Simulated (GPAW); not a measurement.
# Au (Im-3m) in GPAW: single point with PBE

Aim: the single point of Au with PBE.

All numbers are computed with GPAW 26.7.0; they aren't measurements. Logs are shortened: lines on timing, memory, paths and dates and some standing lists are left out, and cuts for length are marked. The log counts tension as positive stress, the text compression.

### Step 1. Starting point

Symmetry: Im-3m, No. 229, cubic system. The conventional cell has a = 3.315 Å, b = 3.315 Å, c = 3.315 Å, α = 90.00°, β = 90.00°, γ = 90.00°. Around Au (site symmetry m-3m) lie 8 Au at 2.87 Å.

This isn't the form of Au at room conditions, which is fcc.

### Step 2. Single point, PBE

Contents of run.py:

```python
from ase import Atoms
from ase.dft.bandgap import bandgap
from ase.io import write
from ase.units import GPa
from gpaw import GPAW, PW

atoms = Atoms(['Au'],
              cell=[[-1.657269, 1.657269, 1.657269],
                    [1.657269, -1.657269, 1.657269],
                    [1.657269, 1.657269, -1.657269]],
              scaled_positions=[[0.0, 0.0, 0.0]],
              pbc=True)

calc = GPAW(mode=PW(500),
            xc='PBE',
            kpts={'size': (9, 9, 9), 'gamma': True},
            occupations={'name': 'fermi-dirac', 'width': 0.05},
            nbands=14,
            maxiter=120,
            txt='gpaw.txt')
atoms.calc = calc
energy = atoms.get_potential_energy()
forces = atoms.get_forces()
stress = atoms.get_stress()
calc.write('gs.gpw')
write('result.traj', atoms)
print(f'Energy: {energy:.6f} eV')
print('Forces (eV/A):')
print(forces.round(4))
print('Stress (GPa):', (stress / GPa).round(3))
print('Fermi level:', round(calc.get_fermi_level(), 4), 'eV')
print(f'Gap: {bandgap(calc)[0]:.4f} eV, direct: {bandgap(calc, direct=True)[0]:.4f} eV')
```

Potentials or basis: GPAW PAW data sets (gpaw-data 1.2.1), pw.

Launch:

```sh
$ OMP_NUM_THREADS=1 python run.py
```

gpaw.txt:

```text
__  _  _
 | _ |_)|_||  |
 |__||  | ||/\| - 26.7.0

Input parameters:
  mode=PW(ecut=500.0),
  kpts=MonkhorstPack(size=(9, 9, 9), gamma=True),
  maxiter=120,
  nbands=14,
  occupations=Occupations(name='fermi-dirac', width=0.05),
  xc=XC(name='PBE')

Diagonalizing LCAO Hamiltonian
Converting LCAO to pw mode

       Au

Atoms  # Å, Bohr magnetons
|   | symbol |        x |        y |        z |    initial magnetic moments |
|---|--------|----------|----------|----------|-----------------------------|
| 0 |     Au | 0.000000 | 0.000000 | 0.000000 | ( 0.0000,  0.0000,  0.0000) |

Unit cell  # Å
| periodic |         x |         y |         z |  lengths |     angles |
|----------|-----------|-----------|-----------|----------|------------|
|      yes | -1.657269 |  1.657269 |  1.657269 | 2.870474 | 109.471221 |
|      yes |  1.657269 | -1.657269 |  1.657269 | 2.870474 | 109.471221 |
|      yes |  1.657269 |  1.657269 | -1.657269 | 2.870474 | 109.471221 |

Number of symmetries: 48
Symmetry operations  # r_c * U_cc + t_c -> r_c
|    | kind |            matrix            |
|----|------|------------------------------|
|  0 |  σ   |  1, 1, 1,  0, 0,-1,  0,-1, 0 |
|  1 |  C4  |  1, 1, 1,  0, 0,-1, -1, 0, 0 |
|  2 |  C2  |  1, 1, 1,  0,-1, 0,  0, 0,-1 |
|  3 |  S6  |  1, 1, 1,  0,-1, 0, -1, 0, 0 |
|  4 |  S6  |  1, 1, 1, -1, 0, 0,  0, 0,-1 |
|  5 |  C4  |  1, 1, 1, -1, 0, 0,  0,-1, 0 |
|  6 |  E   |  1, 0, 0,  0, 1, 0,  0, 0, 1 |
|  7 |  σ   |  1, 0, 0,  0, 1, 0, -1,-1,-1 |
|  8 |  σ   |  1, 0, 0,  0, 0, 1,  0, 1, 0 |
|  9 |  C3  |  1, 0, 0,  0, 0, 1, -1,-1,-1 |
| 10 |  C3  |  1, 0, 0, -1,-1,-1,  0, 1, 0 |
| 11 |  σ   |  1, 0, 0, -1,-1,-1,  0, 0, 1 |
| 12 |  σ   |  0, 1, 0,  1, 0, 0,  0, 0, 1 |
| 13 |  C2  |  0, 1, 0,  1, 0, 0, -1,-1,-1 |
| 14 |  C3  |  0, 1, 0,  0, 0, 1,  1, 0, 0 |
| 15 |  S4  |  0, 1, 0,  0, 0, 1, -1,-1,-1 |
| 16 |  S4  |  0, 1, 0, -1,-1,-1,  1, 0, 0 |
| 17 |  C3  |  0, 1, 0, -1,-1,-1,  0, 0, 1 |
| 18 |  C3  |  0, 0, 1,  1, 0, 0,  0, 1, 0 |
| 19 |  S4  |  0, 0, 1,  1, 0, 0, -1,-1,-1 |
| 20 |  σ   |  0, 0, 1,  0, 1, 0,  1, 0, 0 |
| 21 |  C3  |  0, 0, 1,  0, 1, 0, -1,-1,-1 |
| 22 |  C2  |  0, 0, 1, -1,-1,-1,  1, 0, 0 |
| 23 |  S4  |  0, 0, 1, -1,-1,-1,  0, 1, 0 |
| 24 |  C4  |  0, 0,-1,  1, 1, 1,  0,-1, 0 |
| 25 |  σ   |  0, 0,-1,  1, 1, 1, -1, 0, 0 |
| 26 |  S6  |  0, 0,-1,  0,-1, 0,  1, 1, 1 |
| 27 |  C2  |  0, 0,-1,  0,-1, 0, -1, 0, 0 |
| 28 |  C4  |  0, 0,-1, -1, 0, 0,  1, 1, 1 |
| 29 |  S6  |  0, 0,-1, -1, 0, 0,  0,-1, 0 |
| 30 |  S6  |  0,-1, 0,  1, 1, 1,  0, 0,-1 |
| 31 |  C4  |  0,-1, 0,  1, 1, 1, -1, 0, 0 |
| 32 |  C4  |  0,-1, 0,  0, 0,-1,  1, 1, 1 |
| 33 |  S6  |  0,-1, 0,  0, 0,-1, -1, 0, 0 |
| 34 |  σ   |  0,-1, 0, -1, 0, 0,  1, 1, 1 |
| 35 |  C2  |  0,-1, 0, -1, 0, 0,  0, 0,-1 |
| 36 |  C2  | -1, 0, 0,  1, 1, 1,  0, 0,-1 |
| 37 |  S6  | -1, 0, 0,  1, 1, 1,  0,-1, 0 |
| 38 |  S6  | -1, 0, 0,  0, 0,-1,  1, 1, 1 |
| 39 |  C2  | -1, 0, 0,  0, 0,-1,  0,-1, 0 |
| 40 |  C2  | -1, 0, 0,  0,-1, 0,  1, 1, 1 |
| 41 |  i   | -1, 0, 0,  0,-1, 0,  0, 0,-1 |
| 42 |  S4  | -1,-1,-1,  1, 0, 0,  0, 1, 0 |
| 43 |  C3  | -1,-1,-1,  1, 0, 0,  0, 0, 1 |
| 44 |  C3  | -1,-1,-1,  0, 1, 0,  1, 0, 0 |
| 45 |  σ   | -1,-1,-1,  0, 1, 0,  0, 0, 1 |
| 46 |  S4  | -1,-1,-1,  0, 0, 1,  1, 0, 0 |
| 47 |  C2  | -1,-1,-1,  0, 0, 1,  0, 1, 0 |

BZ-sampling:
  Number of BZ points: 729
  Number of IBZ points: 35

  Monkhorst-Pack size: [9, 9, 9]
  Monkhorst-Pack shift: [0, 0, 0]

K-points  # in reciprocal-cell coordinates
|     |                                coordinates |     weight |
|-----|--------------------------------------------|------------|
|   0 | (  0.00000000,   0.00000000,   0.00000000) | 0.00137174 |
|   1 | (  0.11111111,   0.00000000,   0.00000000) | 0.01646091 |
|   2 | (  0.11111111,   0.11111111,  -0.11111111) | 0.00823045 |
|   3 | (  0.22222222,   0.00000000,  -0.11111111) | 0.03292181 |
|   4 | (  0.22222222,   0.00000000,   0.00000000) | 0.01646091 |
|   5 | (  0.22222222,   0.11111111,  -0.11111111) | 0.03292181 |
|   6 | (  0.22222222,   0.22222222,  -0.22222222) | 0.00823045 |
|   7 | (  0.33333333,  -0.11111111,  -0.11111111) | 0.01097394 |
|   8 | (  0.33333333,   0.00000000,  -0.11111111) | 0.06584362 |
|   9 | (  0.33333333,   0.00000000,   0.00000000) | 0.01646091 |
| ... |                                            |            |
|  34 | (  0.44444444,   0.44444444,   0.44444444) | 0.01097394 |

Plane wave coefficients: 473
Cutoff: 500.0 eV

Spin-components: 1 (collinear spins)
Bands:           14
Projectors:      6
Spin-degeneracy: 2
Datatype:        complex128

Parallelization:
  kpt:    1
  domain: 1
  band:   1

Density:
  Valence electrons: 11.0
  Components: 1
  Grid points: [15 15 15]
  Charge: 0.0  # |e|

Potential:
  Grid points: [15 15 15]

species:
  Au:
    name:    Gold
    Z:       79.0
    valence: 11
    core:    68
    charge:  0.0  # [|e|]
    compensation charges:
      type: gauss
      rc: 0.42  # [Å]
      lmax: 2
    cutoffs:
      filter: 2.33  # [Å]
      core: 2.81  # [Å]
    projectors
    | kind |    occ | energy [eV] | rcut [Å] |
    |------|--------|-------------|----------|
    |   6s |  1.000 |      -5.728 |    1.323 |
    |   6p |  0.000 |      -0.775 |    1.323 |
    |   5d | 10.000 |      -6.891 |    1.323 |
    |    s |        |      21.484 |    1.323 |
    |    p |        |      26.436 |    1.323 |
    |    d |        |      20.321 |    1.323 |

    Using partial waves for Au as LCAO basis

Reference energy: -516598.271109  # eV

eigensolver:
  PPCG
  Converge bands: occupied
  niter=2

density mixing:
  MSR1-Mixer
  Pratt-step length: 0.05
  Maximum mixing coefficient: 0.75
  Old densities: 10
  SVD Regularization: 0.005
  Good broyden scale: 1.0
  Trust region scale: 1.0
  Backstep threshold: 4.0
  History deletion threshold: 6.0
  Fourier metric: weight=20.0, sigma=0.015

occupation numbers:
  Fermi-Dirac:
    width: 0.0500  # eV

poisson solver:
  ecut: 4000.0  # eV

xc functional:
  name: PBE with 2 nearest neighbor stencil

convergence criteria:
- Maximum [total energy] change in last 3 cyles: 0.0005 eV / valence electron
- Maximum integral of absolute [dens]ity change: 0.0001 electrons / valence electron
- Maximum integral of absolute [eigenst]ate change: 4e-08 eV^2 / valence electron
maximum number of iterations: 120

SCF iterations
|iter     | |      energy | eigst |  dens |
|---------|-|-------------|-------|-------|
|iter:   1| |   -3.411619 | -0.48 |       |
|iter:   2| |   -3.351892 | -2.84 | -1.10 |
|iter:   3| |   -3.136944 | -2.23 | -1.15 |
|iter:   4| |   -3.134992 | -4.53 | -2.07 |
|iter:   5| |   -3.134399c| -4.50 | -2.36 |
|iter:   6| |   -3.134397c| -6.73 | -3.82 |
|iter:   7| |   -3.134396c| -7.55c| -4.12c|

Converged in 7 steps
Energy contributions relative to reference atoms: (reference = -516598.271109)

Energy contributions:
  Kinetic:          -9.239488
  Coulomb:           7.455307
  Zero:              0.138181
  External:          0.000000
  Xc:               -1.485813
  Entropy:          -0.005166
  Spinorbit:         0.000000
  ----------------------------
  Free energy:      -3.136979
  Extrapolated:     -3.134396

dipole moment: (-5.653468, -5.653468, -5.653468)  # |e|*Ang

Fermi level: 8.738
Eigenvalues  # (at kpt = [0.000, 0.000, 0.000])
| band index |      eig [eV] | occ [0-2] |
|------------|---------------|-----------|
|          0 |        -0.284 |     2.000 |
|          1 |         4.363 |     2.000 |
|          2 |         4.363 |     2.000 |
|          3 |         4.363 |     2.000 |
|          4 |         6.088 |     2.000 |
|          5 |         6.088 |     2.000 |
|          6 |        26.503 |     0.000 |
|          7 |        26.503 |     0.000 |
|          8 |        26.503 |     0.000 |
|          9 |        32.290 |     0.000 |
|         10 |        32.290 |     0.000 |
|         11 |        32.290 |     0.000 |
|         12 |        33.221 |     0.000 |
|         13 |        33.221 |     0.000 |

No gap
No difference between direct/indirect transitions

Forces  # eV/Ang
|        x |        y |        z |
|----------|----------|----------|
| -0.00000 | -0.00000 | -0.00000 |  # Au   0

Stress tensor  # eV/Ang^3
|         x |         y |         z |
|-----------|-----------|-----------|
| -0.004020 |  0.000000 |  0.000000 |
|  0.000000 | -0.004020 |  0.000000 |
|  0.000000 |  0.000000 | -0.004020 |

# Writing to gs.gpw (mode='')
```

It took 4.2 s on 1 thread of Arm Neoverse V2, shared host; peak memory 0.12 GiB.

Results:

| Item | Value |
| --- | --- |
| Free energy | -3.1370 eV |
| Pressure | 0.6 GPa |
| Band gap on the k mesh | none (metal or under the smearing width) |

Caveat: with this Au data set, volumes or pressures lay over 1.5 % or 2 GPa off other programs in two to four cells of ten; the cutoff is short for stress and forces, so pressures can be off by a GPa or more. Spin-orbit coupling is left out, which matters for the levels of Au.
